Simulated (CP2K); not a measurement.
KI in CP2K: the effect of functional

Crystal: KI.

```
CELL_PARAMETERS angstrom
4.29120 0.00000 0.00000
0.00000 4.29120 0.00000
0.00000 0.00000 4.29120
ATOMIC_POSITIONS crystal
I 0.50000 0.50000 0.50000
K 0.00000 0.00000 0.00000
```

Measurements of this composition are mostly on another form, of space group No. 225.

Alike in all runs:

* Program: CP2K 2026.2
* Task: atomic charges
* Potentials or basis: POTENTIAL_UZH I GTH-PBE-q7, K GTH-PBE-q9; TZVP-MOLOPT-PBE-GTH basis
* Density cutoff: 9184 eV
* k mesh: 6 × 6 × 6
* Occupations: fermi-dirac, width 0.05 eV
* Spin: no spin polarisation

```tsv
functional	gap on the mesh (eV)	pressure (GPa)
PBE	3.32	0.6
LDA	?	?
PBEsol	3.12	-0.4
WC	3.16	-0.3
BLYP	3.44	1.5
vdW-DF-cx	3.38	-0.2
TASK	6.19	5.5
```

Task: What does the run with functional LDA give?

Result: gap on the mesh 2.89 eV; pressure -1.4 GPa.

Caveats: spin-orbit coupling is left out, which moves the levels of the heavy elements; the basis of atomic orbitals isn't converged, which shifts pressures, moduli and gaps; the potentials were made for another functional, which shifts forces and pressure (some runs).

A k mesh can miss the band edges.
